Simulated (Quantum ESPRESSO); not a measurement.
# ZrN (Fm-3m) in Quantum ESPRESSO: notebook

One crystal, ZrN, is run at these levels: PBEsol; tasks: single point, equation of state.

Program: Quantum ESPRESSO 7.5. These are calculated values, not measurements. Logs are shortened: lines on timing, memory, paths and dates and some standing lists are left out, and cuts for length are marked.

**1. The structure**

The structure is cubic, space group Fm-3m (No. 225). Conventional cell: a = 4.600 Å, b = 4.600 Å, c = 4.600 Å, α = 90.00°, β = 90.00°, γ = 90.00°. Zr (site symmetry m-3m) is surrounded by 6 N at 2.30 Å. N (site symmetry m-3m) is surrounded by 6 Zr at 2.30 Å.

**2. Single point, PBEsol, 11.44 Å³/atom**

Input file pw.in:

```
&CONTROL
  calculation = 'scf'
  prefix = 'pwscf'
  outdir = './tmp'
  pseudo_dir = './pseudo'
  tstress = .true.
  disk_io = 'nowf'
/
&SYSTEM
  ibrav = 0
  nat = 2
  ntyp = 2
  ecutwfc = 45
  ecutrho = 360
  nbnd = 15
  occupations = 'smearing'
  smearing = 'fd'
  degauss = 0.00367493
/
&ELECTRONS
  conv_thr = 4d-10
  electron_maxstep = 120
  mixing_beta = 0.5
/
ATOMIC_SPECIES
Zr    91.2240 zr_pbesol_v1.uspp.F.UPF
N     14.0070 n_pbesol_v1.2.uspp.F.UPF
CELL_PARAMETERS angstrom
   0.0000000000    2.2530480500    2.2530480500
   2.2530480500    0.0000000000    2.2530480500
   2.2530480500    2.2530480500    0.0000000000
ATOMIC_POSITIONS crystal
Zr     0.5000000000    0.5000000000    0.5000000000
N      0.0000000000    0.0000000000    0.0000000000
K_POINTS automatic
10 10 10 0 0 0
```

Potentials or basis: GBRV 1.5 PBEsol.

Command:

```bash
OMP_NUM_THREADS=1 mpirun -n 2 pw.x -nk 2 -in pw.in > pw.out
```

pw.out:

```text
This program is part of the open-source Quantum ESPRESSO suite
     for quantum simulation of materials; please cite
         "P. Giannozzi et al., J. Phys.:Condens. Matter 21 395502 (2009);
         "P. Giannozzi et al., J. Phys.:Condens. Matter 29 465901 (2017);
         "P. Giannozzi et al., J. Chem. Phys. 152 154105 (2020);
     in publications or presentations arising from this work. More details at

     Message from routine setup:
     using ibrav=0 with symmetry is DISCOURAGED, use correct ibrav instead

     K-points division:     npool     =       2
     Subspace diagonalization in iterative solution of the eigenvalue problem:
     a serial algorithm will be used

     G-vector sticks info
     --------------------
     sticks:   dense  smooth     PW     G-vecs:    dense   smooth      PW
     Sum         913     439    151                17933     6231    1211

     Using Slab Decomposition

     bravais-lattice index     =            0
     lattice parameter (alat)  =       6.0212  a.u.
     unit-cell volume          =     154.3611 (a.u.)^3
     number of atoms/cell      =            2
     number of atomic types    =            2
     number of electrons       =        17.00
     number of Kohn-Sham states=           15
     kinetic-energy cutoff     =      45.0000  Ry
     charge density cutoff     =     360.0000  Ry
     scf convergence threshold =      4.0E-10
     mixing beta               =       0.5000
     number of iterations used =            8  plain     mixing
     Exchange-correlation= SLA  PW   PSX  PSC
                           (   1   4  10   8   0   0   0)

     celldm(1)=   6.021218  celldm(2)=   0.000000  celldm(3)=   0.000000
     celldm(4)=   0.000000  celldm(5)=   0.000000  celldm(6)=   0.000000

     crystal axes: (cart. coord. in units of alat)
               a(1) = (   0.000000   0.707107   0.707107 )
               a(2) = (   0.707107   0.000000   0.707107 )
               a(3) = (   0.707107   0.707107   0.000000 )

     reciprocal axes: (cart. coord. in units 2 pi/alat)
               b(1) = ( -0.707107  0.707107  0.707107 )
               b(2) = (  0.707107 -0.707107  0.707107 )
               b(3) = (  0.707107  0.707107 -0.707107 )

     PseudoPot. # 1 for Zr read from file:
     zr_pbesol_v1.uspp.F.UPF
     Pseudo is Ultrasoft + core correction, Zval = 12.0
     Generated by new atomic code, or converted to UPF format
     Using radial grid of  887 points,  6 beta functions with:
                l(1) =   0
                l(2) =   0
                l(3) =   1
                l(4) =   1
                l(5) =   2
                l(6) =   2
     Q(r) pseudized with  6 coefficients,  rinner =    1.200   1.200   1.200
                                                       1.200   1.200

     PseudoPot. # 2 for N  read from file:
     n_pbesol_v1.2.uspp.F.UPF
     Pseudo is Ultrasoft + core correction, Zval =  5.0
     Generated by new atomic code, or converted to UPF format
     Using radial grid of  729 points,  4 beta functions with:
                l(1) =   0
                l(2) =   0
                l(3) =   1
                l(4) =   1
     Q(r) pseudized with  8 coefficients,  rinner =    0.900   0.900   0.900

     atomic species   valence    mass     pseudopotential
     Zr               12.00    91.22400     Zr( 1.00)
     N                 5.00    14.00700     N ( 1.00)

     48 Sym. Ops., with inversion, found

   Cartesian axes

     site n.     atom                  positions (alat units)
         1        Zr     tau(   1) = (   0.7071068   0.7071068   0.7071068  )
         2        N      tau(   2) = (   0.0000000   0.0000000   0.0000000  )

     number of k points=    47  Fermi-Dirac smearing, width (Ry)=  0.0037
                       cart. coord. in units 2pi/alat
        k(    1) = (   0.0000000   0.0000000   0.0000000), wk =   0.0020000
        k(    2) = (   0.0707107   0.0707107  -0.0707107), wk =   0.0160000
        k(    3) = (   0.1414214   0.1414214  -0.1414214), wk =   0.0160000
        k(    4) = (   0.2121320   0.2121320  -0.2121320), wk =   0.0160000
        k(    5) = (   0.2828427   0.2828427  -0.2828427), wk =   0.0160000
        k(    6) = (  -0.3535534  -0.3535534   0.3535534), wk =   0.0080000
[... 39 lines left out ...]
        k(   46) = (  -0.0707107  -0.3535534   0.6363961), wk =   0.0480000
        k(   47) = (  -0.7071068   0.2828427   0.0000000), wk =   0.0240000

     Dense  grid:    17933 G-vectors     FFT dimensions: (  40,  40,  40)

     Smooth grid:     6231 G-vectors     FFT dimensions: (  25,  25,  25)

     Initial potential from superposition of free atoms

     starting charge      16.9980, renormalised to      17.0000

     negative rho (up, down):  5.915E-02 0.000E+00
     Starting wfcs are   17 randomized atomic wfcs

     Self-consistent Calculation

     iteration #  1     ecut=    45.00 Ry     beta= 0.50
     Davidson diagonalization with overlap
     ethr =  1.00E-02,  avg # of iterations =  3.6

     negative rho (up, down):  6.056E-02 0.000E+00

     total energy              =    -119.29143788 Ry
     estimated scf accuracy    <       0.54588344 Ry

     iteration #  2     ecut=    45.00 Ry     beta= 0.50
     Davidson diagonalization with overlap
     ethr =  3.21E-03,  avg # of iterations =  2.0

     negative rho (up, down):  6.095E-02 0.000E+00

     total energy              =    -119.44234145 Ry
     estimated scf accuracy    <       0.35470618 Ry

     iteration #  3     ecut=    45.00 Ry     beta= 0.50
     Davidson diagonalization with overlap
     ethr =  2.09E-03,  avg # of iterations =  1.3

     negative rho (up, down):  6.285E-02 0.000E+00

     total energy              =    -119.50638507 Ry
     estimated scf accuracy    <       0.00312119 Ry

     iteration #  4     ecut=    45.00 Ry     beta= 0.50
     Davidson diagonalization with overlap
     ethr =  1.84E-05,  avg # of iterations =  2.4

     negative rho (up, down):  6.242E-02 0.000E+00

     total energy              =    -119.50680327 Ry
     estimated scf accuracy    <       0.00215066 Ry

     iteration #  5     ecut=    45.00 Ry     beta= 0.50
     Davidson diagonalization with overlap
     ethr =  1.27E-05,  avg # of iterations =  1.0

     negative rho (up, down):  6.226E-02 0.000E+00

[... 42 lines left out ...]

          k = 0.0707 0.0707-0.0707 (   791 PWs)   bands (ev):

   -30.6267  -8.3881  -8.2449  -8.2449   2.4764  15.1384  15.3772  15.3772
    18.5166  18.5457  18.5457  21.1302  21.1302  22.6147  28.5596

          k = 0.1414 0.1414-0.1414 (   794 PWs)   bands (ev):

   -30.5819  -8.7688  -8.2727  -8.2727   3.0787  13.6260  14.3543  14.3543
    19.0050  19.3139  19.3139  22.8030  22.8030  23.8414  30.2751

          k = 0.2121 0.2121-0.2121 (   778 PWs)   bands (ev):

   -30.5258  -9.2031  -8.3067  -8.3067   3.8346  12.1795  13.4754  13.4754
    19.7904  20.3981  20.3981  24.6745  24.6745  24.7799  31.5606

          k = 0.2828 0.2828-0.2828 (   778 PWs)   bands (ev):

   -30.4799  -9.5311  -8.3339  -8.3339   4.4875  11.1201  12.9110  12.9110
    20.9709  21.5091  21.5091  24.4741  26.2823  26.2823  31.9975

          k =-0.3536-0.3536 0.3536 (   778 PWs)   bands (ev):

   -30.4623  -9.6516  -8.3442  -8.3442   4.7575  10.7167  12.7180  12.7180
    21.9549  22.0324  22.0324  23.6208  27.0183  27.0183  31.2170

          k = 0.1414-0.0000 0.0000 (   797 PWs)   bands (ev):

   -30.6211  -8.3811  -8.2764  -8.2764   2.5360  14.4823  15.6123  15.6123
    17.7523  19.0771  19.0771  20.5175  21.4180  23.1837  28.7883

          k = 0.2121 0.0707-0.0707 (   797 PWs)   bands (ev):

   -30.5856  -8.6609  -8.3209  -8.2951   2.9624  13.4139  14.8315  15.0129
    17.7854  19.8190  19.8382  21.4383  22.3574  24.6237  30.1795

          k = 0.2828 0.1414-0.1414 (   795 PWs)   bands (ev):

   -30.5333  -9.0599  -8.3613  -8.3286   3.5842  12.4043  13.7706  14.1317
    18.4019  20.7155  20.8178  23.1465  23.7705  25.9342  31.6231

          k = 0.3536 0.2121-0.2121 (   789 PWs)   bands (ev):
[... 74 lines left out ...]
          k =-0.1414-0.5657 0.5657 (   781 PWs)   bands (ev):

   -30.4246  -9.2829  -8.7632  -8.5580   3.3836  13.0178  13.7814  14.3431
    17.3266  22.7401  22.9520  23.9466  24.7228  28.2452  30.4015

          k =-0.0707-0.4950 0.4950 (   787 PWs)   bands (ev):

   -30.4170  -9.2449  -8.9388  -8.5059   3.6631  12.4968  13.7050  13.7594
    18.7165  21.9810  22.3364  24.4871  25.5921  29.2946  30.4417

          k =-0.0000-0.4243 0.4243 (   788 PWs)   bands (ev):

   -30.4319  -9.2435  -8.9230  -8.4255   3.9553  11.9288  13.2324  13.8003
    20.3764  21.1744  21.4537  23.7521  26.7902  29.0559  31.0417

          k = 0.5657-0.0000 0.0000 (   789 PWs)   bands (ev):

   -30.4275  -9.2806  -8.6263  -8.6263   2.9268  13.5108  15.1558  15.4030
    15.4030  22.0843  23.3939  23.3939  24.0040  27.9443  30.7522

          k =-0.0707-0.6364 0.6364 (   777 PWs)   bands (ev):

   -30.4100  -9.3123  -8.7206  -8.6369   2.9134  13.9075  14.3848  15.1461
    16.1370  22.7851  23.3181  23.4260  24.3650  28.1960  29.7158

          k = 0.0000-0.5657 0.5657 (   774 PWs)   bands (ev):

   -30.4060  -9.2328  -8.9120  -8.5915   3.1903  13.4685  13.9936  14.4569
    17.2218  22.7190  22.9873  24.1285  24.4597  29.1815  29.6398

          k =-0.7071 0.0000 0.0000 (   790 PWs)   bands (ev):

   -30.4044  -9.3561  -8.6667  -8.6667   2.7378  14.1621  14.9346  15.5054
    15.5054  22.3138  23.6228  23.6228  24.2409  28.0918  29.1492

          k = 0.2828 0.1414 0.0000 (   792 PWs)   bands (ev):

   -30.5464  -8.8843  -8.4379  -8.3099   3.3399  12.6481  14.2125  14.6891
    17.8370  20.4507  20.9942  21.6931  23.4709  25.9882  31.5163

          k = 0.3536 0.2121-0.0707 (   792 PWs)   bands (ev):

   -30.4975  -9.1745  -8.5328  -8.3468   3.7860  12.0564  13.4615  14.1004
    18.4673  21.1559  21.9883  22.8342  24.8396  26.9266  32.0171

          k =-0.2828-0.4243 0.5657 (   789 PWs)   bands (ev):

   -30.4575  -9.4098  -8.5774  -8.3964   4.1322  11.6310  13.0848  13.5438
    19.4585  21.9294  22.0458  24.2710  25.8982  27.3314  31.3471

          k =-0.2121-0.3536 0.4950 (   790 PWs)   bands (ev):

   -30.4421  -9.4987  -8.5874  -8.4209   4.2614  11.4621  13.1109  13.2051
    20.5345  21.0726  22.4401  25.0196  26.4693  27.2658  31.0958

          k = 0.4243 0.1414-0.0000 (   790 PWs)   bands (ev):

   -30.4793  -9.1360  -8.5800  -8.4644   3.4704  12.4124  14.2705  14.4419
    17.1339  22.0991  22.2388  22.6599  24.0186  27.7240  32.4217

          k =-0.2121-0.4950 0.6364 (   789 PWs)   bands (ev):

   -30.4431  -9.2704  -8.6943  -8.5134   3.6223  12.4912  13.6374  14.0585
    17.9429  22.2505  22.7584  23.4618  25.2397  28.0471  31.0243

          k =-0.1414-0.4243 0.5657 (   791 PWs)   bands (ev):

   -30.4240  -9.3227  -8.7949  -8.5231   3.7870  12.2913  13.5324  13.6563
    19.1080  21.2549  22.9127  24.5695  25.6761  28.6174  30.7234

          k =-0.0707-0.3536 0.4950 (   784 PWs)   bands (ev):

   -30.4297  -9.2962  -8.8354  -8.4734   3.9062  12.0437  13.3209  13.7290
    20.0495  20.6363  22.4682  24.0380  26.3797  28.7670  30.9975

          k = 0.0000-0.2828 0.4243 (   783 PWs)   bands (ev):

   -30.4579  -9.2460  -8.7355  -8.4002   3.9136  11.9581  13.2386  13.9301
    19.1483  21.7958  21.8394  23.1487  26.1486  27.7359  31.4322

          k =-0.1414-0.5657 0.7071 (   786 PWs)   bands (ev):

   -30.4249  -9.2639  -8.6931  -8.6245   3.1595  13.3543  14.3242  14.4805
    16.7966  22.6760  23.0057  23.3432  24.5987  28.1828  30.5891

          k =-0.0707-0.4950 0.6364 (   775 PWs)   bands (ev):

   -30.4095  -9.2262  -8.8601  -8.6359   3.2988  13.3454  13.8933  14.1467
    17.7251  21.9629  23.4004  23.7880  24.9271  29.0739  30.2041

          k =-0.0000-0.4243 0.5657 (   777 PWs)   bands (ev):

   -30.4113  -9.0945  -9.0709  -8.5697   3.5859  12.6645  13.7451  13.8614
    19.0150  20.9701  23.0257  24.1398  25.4848  30.3730  30.5509

          k =-0.7071 0.1414 0.0000 (   782 PWs)   bands (ev):

   -30.4041  -9.2935  -8.7360  -8.6964   2.9684  14.0725  14.2790  14.5271
    16.7279  22.7833  23.0947  23.6272  24.5172  28.7249  29.4154

          k =-0.1414-0.4243 0.7071 (   776 PWs)   bands (ev):

   -30.4186  -9.2096  -8.8649  -8.6023   3.5760  12.7313  13.6555  13.9013
    18.7796  21.1399  23.2043  23.6532  25.6533  29.2490  30.8568

          k =-0.0707-0.3536 0.6364 (   774 PWs)   bands (ev):

   -30.4092  -9.1400  -8.9598  -8.6544   3.5625  12.7564  13.7986  13.7996
    19.7981  19.9085  23.4087  24.0489  25.3118  30.3598  30.7686

          k =-0.7071 0.2828 0.0000 (   772 PWs)   bands (ev):

   -30.4036  -9.1266  -8.9137  -8.7437   3.3773  13.2300  13.9108  13.9119
    18.6721  20.8617  23.6345  23.7462  25.0094  30.2315  30.4902

     the Fermi energy is    18.7052 ev

!    total energy              =    -119.50693411 Ry
     estimated scf accuracy    <          2.3E-10 Ry
     smearing contrib. (-TS)   =      -0.00043282 Ry
     internal energy E=F+TS    =    -119.50650129 Ry

     The total energy is F=E-TS. E is the sum of the following terms:
     one-electron contribution =      -2.44050733 Ry
     hartree contribution      =      12.53624224 Ry
     xc contribution           =     -23.25120172 Ry
     ewald contribution        =    -106.35103448 Ry

     convergence has been achieved in  10 iterations

     Computing stress (Cartesian axis) and pressure

     negative rho (up, down):  6.223E-02 0.000E+00
          total   stress  (Ry/bohr**3)                   (kbar)     P=       86.42
   0.00058749   0.00000000   0.00000000           86.42        0.00        0.00
   0.00000000   0.00058749  -0.00000000            0.00       86.42       -0.00
   0.00000000  -0.00000000   0.00058749            0.00       -0.00       86.42

=------------------------------------------------------------------------------=
   JOB DONE.
=------------------------------------------------------------------------------=
```

Run time: 4 s. Hardware: 2 MPI ranks of Intel Xeon 6975P-C (Granite Rapids), shared host; peak memory 0.16 GiB.

What came out:

```
Free energy            : -1625.9747 eV
Pressure               : 8.6 GPa
Band gap on the k mesh : none (metal or under the smearing width)
```

**3. Single point, PBEsol, 11.68 Å³/atom**

Changes to pw.in since step 2:

```diff
@@ -28,5 +28,5 @@
 CELL_PARAMETERS angstrom
-   0.0000000000    2.2530480500    2.2530480500
-   2.2530480500    0.0000000000    2.2530480500
-   2.2530480500    2.2530480500    0.0000000000
+   0.0000000000    2.2689151084    2.2689151084
+   2.2689151084    0.0000000000    2.2689151084
+   2.2689151084    2.2689151084    0.0000000000
 ATOMIC_POSITIONS crystal
```

Potentials or basis: GBRV 1.5 PBEsol.

Command:

```bash
OMP_NUM_THREADS=1 mpirun -n 2 pw.x -nk 2 -in pw.in > pw.out
```

Wall time 4.4 s (2 MPI ranks of Intel Xeon 6975P-C (Granite Rapids), shared host); peak memory 0.16 GiB.

It converged, with:

| Quantity | Value |
| --- | --- |
| Free energy | -1625.9916 eV |
| Pressure | 2.5 GPa |
| Band gap on the k mesh | none (metal or under the smearing width) |

**4. Single point, PBEsol, 11.92 Å³/atom**

Changes to pw.in since step 3:

```diff
@@ -28,5 +28,5 @@
 CELL_PARAMETERS angstrom
-   0.0000000000    2.2689151084    2.2689151084
-   2.2689151084    0.0000000000    2.2689151084
-   2.2689151084    2.2689151084    0.0000000000
+   0.0000000000    2.2845632933    2.2845632933
+   2.2845632933    0.0000000000    2.2845632933
+   2.2845632933    2.2845632933    0.0000000000
 ATOMIC_POSITIONS crystal
```

Command:

```bash
OMP_NUM_THREADS=1 mpirun -n 2 pw.x -nk 2 -in pw.in > pw.out
```

Run time: 5.3 s. Hardware: 2 MPI ranks of Intel Xeon 6975P-C (Granite Rapids), shared host; peak memory 0.16 GiB.

The run converged. Its results:

```
Free energy            : -1625.9907 eV
Pressure               : -3.0 GPa
Band gap on the k mesh : none (metal or under the smearing width)
```

**5. Single point, PBEsol, 12.17 Å³/atom**

Changes to pw.in since step 4:

```diff
@@ -28,5 +28,5 @@
 CELL_PARAMETERS angstrom
-   0.0000000000    2.2845632933    2.2845632933
-   2.2845632933    0.0000000000    2.2845632933
-   2.2845632933    2.2845632933    0.0000000000
+   0.0000000000    2.3000000000    2.3000000000
+   2.3000000000    0.0000000000    2.3000000000
+   2.3000000000    2.3000000000    0.0000000000
 ATOMIC_POSITIONS crystal
```

Command:

```bash
OMP_NUM_THREADS=1 mpirun -n 2 pw.x -nk 2 -in pw.in > pw.out
```

It took 5 s on 2 MPI ranks of Intel Xeon 6975P-C (Granite Rapids), shared host; peak memory 0.16 GiB.

It converged, with:

| Property | Result |
| --- | --- |
| Free energy | -1625.9741 eV |
| Pressure | -7.9 GPa |
| Band gap on the k mesh | none (metal or under the smearing width) |

**6. Single point, PBEsol, 12.41 Å³/atom**

Changes to pw.in since step 5:

```diff
@@ -28,5 +28,5 @@
 CELL_PARAMETERS angstrom
-   0.0000000000    2.3000000000    2.3000000000
-   2.3000000000    0.0000000000    2.3000000000
-   2.3000000000    2.3000000000    0.0000000000
+   0.0000000000    2.3152322320    2.3152322320
+   2.3152322320    0.0000000000    2.3152322320
+   2.3152322320    2.3152322320    0.0000000000
 ATOMIC_POSITIONS crystal
```

Potentials or basis: GBRV 1.5 PBEsol.

Command:

```bash
OMP_NUM_THREADS=1 mpirun -n 2 pw.x -nk 2 -in pw.in > pw.out
```

Wall time 4.8 s (2 MPI ranks of Intel Xeon 6975P-C (Granite Rapids), shared host); peak memory 0.16 GiB.

Results (log left out):

```
Free energy            : -1625.9432 eV
Pressure               : -12.4 GPa
Band gap on the k mesh : none (metal or under the smearing width)
```

**7. Single point, PBEsol, 12.65 Å³/atom**

Changes to pw.in since step 6:

```diff
@@ -28,5 +28,5 @@
 CELL_PARAMETERS angstrom
-   0.0000000000    2.3152322320    2.3152322320
-   2.3152322320    0.0000000000    2.3152322320
-   2.3152322320    2.3152322320    0.0000000000
+   0.0000000000    2.3302666288    2.3302666288
+   2.3302666288    0.0000000000    2.3302666288
+   2.3302666288    2.3302666288    0.0000000000
 ATOMIC_POSITIONS crystal
```

Command:

```bash
OMP_NUM_THREADS=1 mpirun -n 2 pw.x -nk 2 -in pw.in > pw.out
```

Wall time 4.7 s (2 MPI ranks of Intel Xeon 6975P-C (Granite Rapids), shared host); peak memory 0.18 GiB.

The run converged. Its results:

| Quantity | Value |
| --- | --- |
| Free energy | -1625.8996 eV |
| Pressure | -16.3 GPa |
| Band gap on the k mesh | none (metal or under the smearing width) |

**8. Single point, PBEsol, 12.90 Å³/atom**

Changes to pw.in since step 7:

```diff
@@ -28,5 +28,5 @@
 CELL_PARAMETERS angstrom
-   0.0000000000    2.3302666288    2.3302666288
-   2.3302666288    0.0000000000    2.3302666288
-   2.3302666288    2.3302666288    0.0000000000
+   0.0000000000    2.3451094916    2.3451094916
+   2.3451094916    0.0000000000    2.3451094916
+   2.3451094916    2.3451094916    0.0000000000
 ATOMIC_POSITIONS crystal
```

Command:

```bash
OMP_NUM_THREADS=1 mpirun -n 2 pw.x -nk 2 -in pw.in > pw.out
```

Run time: 5.2 s. Hardware: 2 MPI ranks of Intel Xeon 6975P-C (Granite Rapids), shared host; peak memory 0.18 GiB.

Results (log left out):

- Free energy: -1625.8446 eV
- Pressure: -19.9 GPa
- Band gap on the k mesh: none (metal or under the smearing width)

**9. Equation of state, PBEsol**

Potentials or basis: GBRV 1.5 PBEsol.

This step only gathers the single runs of the series.

What came out:

* Equilibrium volume: 11.79 Å³/atom
* Bulk modulus: 268 GPa
* Pressure derivative of the bulk modulus: 4.3

Energy against volume, from the lowest point:
| volume (Å³/atom) | energy (meV/atom) |
| --- | --- |
| 11.437 | 8.44 |
| 11.680 | 0.00 |
| 11.924 | 0.40 |
| 12.167 | 8.72 |
| 12.410 | 24.16 |
| 12.654 | 45.96 |
| 12.897 | 73.46 |
